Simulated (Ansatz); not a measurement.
The system is Si.

```xyz
1
Lattice="-1.6269 1.6269 1.3203 1.6269 -1.6269 1.3203 1.6269 1.6269 -1.3203" Properties=species:S:1:pos:R:3 pbc="T T T"
Si    0.0000    0.0000    0.0000
```

This isn't the form of Si at room conditions, which is diamond.

Base run:

* Program: Ansatz 0.2.0
* Functional: LDA
* Potentials or basis: all-electron LAPW, scalar-relativistic
* Cutoff: 154 eV (chosen from the basis error)
* Basis error allowed: 0.001 eV/atom
* k mesh: 13 × 13 × 13
* Occupations: gaussian, width 0.05 eV
* Spin: no spin polarisation

Its results: band gap on the k mesh none (metal or under the smearing width); pressure -0.2 GPa.

**Question.** The run is repeated on the same cell with these changes: functional from LDA to PBE. What comes out?

**Answer.** Band gap on the k mesh none (metal or under the smearing width); pressure 3.5 GPa.

PBE binds less tightly than LDA, so the same cell stands under more pressure.
